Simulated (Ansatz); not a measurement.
## Re, one cell by several methods

```
CELL_PARAMETERS angstrom
0.00000 1.97500 1.97500
1.97500 0.00000 1.97500
1.97500 1.97500 0.00000
ATOMIC_POSITIONS crystal
Re 0.00000 0.00000 0.00000
```

Conventional cell: a = 3.950 Å, b = 3.950 Å, c = 3.950 Å, α = 90.00°, β = 90.00°, γ = 90.00°. Re (atom 1) has 12 Re at 2.79 Å as nearest neighbours.

The geometry is COD entry 1534939, unchecked; take it as a test cell.

Spin–orbit coupling is left out, though it moves levels of the heavy atoms by tenths of an eV or more.

Levels of theory: DFT, PBE, PAW with Ansatz's default frozen-core files, scalar-relativistic (Ansatz 0.2.0); DFT, PBE, all-electron LAPW, scalar-relativistic (Ansatz 0.2.0).

For PAW: a Γ-centred 14×14×14 k mesh, Fermi–Dirac smearing of 0.05 eV, cutoff 420 eV, no spin polarisation. LAPW targets a basis error of 0.25 meV/atom. The Ansatz runs share mesh, smearing and spin set-up. Plane-wave (PAW) pressures include the program's estimate of the Pulay term.

Stress and pressure are positive in compression.

Levels count from the Fermi level.

PAW results:

| quantity | PAW |
| --- | --- |
| pressure (GPa) | -9.12 |
| highest filled level at W (eV) | -3.055 |
| lowest empty level at W (eV) | 0.194 |
| highest filled level at Γ (eV) | -1.777 |
| lowest empty level at Γ (eV) | 1.214 |
| highest filled level at U (eV) | -1.080 |
| lowest empty level at U (eV) | 1.384 |

(1) What does all-electron LAPW give for the same quantities?

## Answers

(1) 
| quantity | LAPW |
| --- | --- |
| pressure (GPa) | -9.00 |
| highest filled level at W (eV) | -3.055 |
| lowest empty level at W (eV) | 0.195 |
| highest filled level at Γ (eV) | -1.777 |
| lowest empty level at Γ (eV) | 1.214 |
| highest filled level at U (eV) | -1.081 |
| lowest empty level at U (eV) | 1.384 |
